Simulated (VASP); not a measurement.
Write the native input for VASP 6.6.1 that does the following.

| Property | Result |
| --- | --- |
| Task | relaxation of cell and atoms |
| Functional | PBE |
| Potentials or basis | VASP PAW PBE potentials, release 64 (C) |
| Cutoff | 520 eV |
| k mesh | 16 × 16 × 5 |
| Occupations | gaussian, width 0.1 eV |
| Spin | no spin polarisation |
| Further INCAR settings | ALGO = Normal; EDIFF = 1e-06; IBRION = 2; EDIFFG = -0.01; NSW = 90; ISIF = 3 |

The structure of C lies in POSCAR:

```
C
1.0
    2.4700000000      0.0000000000      0.0000000000
   -1.2350000000      2.1390827500      0.0000000000
    0.0000000000      0.0000000000      6.7900000000
C
4
Direct
    0.0000000000      0.0000000000      0.0000000000
    0.0000000000      0.0000000000      0.5000000000
    0.3333333300      0.6666666700      0.0050000000
    0.6666666700      0.3333333300      0.5050000000
```

This is a stacking variant of graphite.

These files were run (other wordings do the same):

INCAR

```
PREC = Accurate
ENCUT = 520
EDIFF = 1E-6
ISMEAR = 0
SIGMA = 0.1
LREAL = F
LASPH = T
NELM = 120
ALGO = Normal
ISIF = 3
LWAVE = F
LCHARG = F
GGA = PE
IBRION = 2
NSW = 90
EDIFFG = -0.01
```

KPOINTS

```
Automatic mesh
0
Gamma
  16 16 5
```

Potentials or basis: VASP PAW PBE potentials, release 64 (C).

The run is started by

```console
$ cat potpaw_PBE.64/C/POTCAR > POTCAR
$ mpirun -np 1 vasp_std > vasp.out
```

Results of the run:

```
Relaxed volume                         : 10.03 Å³/atom
Relaxed cell                           : a = 2.468 Å, b = 2.468 Å, c = 7.606 Å, α = 90.00°, β = 90.00°, γ = 120.00°
Space group after relaxing (to 0.05 Å) : P6_3/mmc (No. 194)
Energy gained by relaxing              : 14.3 meV/atom
Ionic steps                            : 12
Pressure after relaxing                : 0.0 GPa
Largest force after relaxing           : 0.008 eV/Å
Band gap on the k mesh                 : 0.89 eV, direct
```

Caveat: an odd mesh through Γ misses points on the zone boundary, where band edges often lie; this functional lacks dispersion, which binds the layers, so the pressure and a relaxed spacing across them are unreliable; the volume moved by +12 % from the deposited cell, more than functionals usually miss.

Run time: 2.7 min on 1 thread of Intel(R) Xeon(R) Platinum 8259CL CPU @ 2.50GHz (Skylake/Cascade Lake) (shared host), peak memory 0.16 GiB.
